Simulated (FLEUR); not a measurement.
## HfO2 under changes of volume

One of the cells (11.152 Å³/atom); the others are scaled copies at fixed shape and fractional positions:

```xyz
3
Lattice="0.0000 2.5575 2.5575 2.5575 0.0000 2.5575 2.5575 2.5575 0.0000" Properties=species:S:1:pos:R:3 pbc="T T T"
Hf    0.0000    0.0000    0.0000
O     3.8363    3.8363    3.8363
O     1.2788    1.2788    1.2788
```

Measurements of this composition are mostly on another form, of space group No. 14.

| Item | Value |
| --- | --- |
| Program | FLEUR MaX-R8.1 (later development tree) |
| Functional | PBEsol |
| Potentials or basis | all-electron |
| Basis | FLAPW |
| Kmax | 5 1/bohr |
| k mesh | 9 × 9 × 9 |
| Occupations | fermi-dirac, width 0.05 eV |
| Spin | no spin polarisation |

```csv
volume (Å³/atom),energy over the lowest point (meV/atom),gap on the mesh (eV)
10.483,3.37,3.85
10.706,0.00,3.79
10.929,4.10,3.74
11.152,?,?
11.375,32.49,3.64
11.598,55.35,3.59
11.821,82.96,3.54
```

Question: What does the run at 11.152 Å³/atom give?

Answer: Energy over the lowest point 15.23 meV/atom; gap on the mesh 3.69 eV.

Worked out: A Birch-Murnaghan fit of order 3 (a polynomial in V^(-2/3)) to the other rows has its minimum at 10.69 Å³/atom with B0 = V·E''(V) = 267 GPa and B' = 4.4. It gives 15.26 meV/atom at 11.152 Å³/atom, against the run's 15.23. A straight line through the other rows of the gap, of slope -2.55 eV per unit of ln V, gives 3.69 eV, against the run's 3.69.

Energies are extrapolated to zero smearing.

Caveats: spin-orbit coupling is left out, which moves the levels of the heavy elements; an odd mesh through Γ misses points on the zone boundary, where band edges often lie.
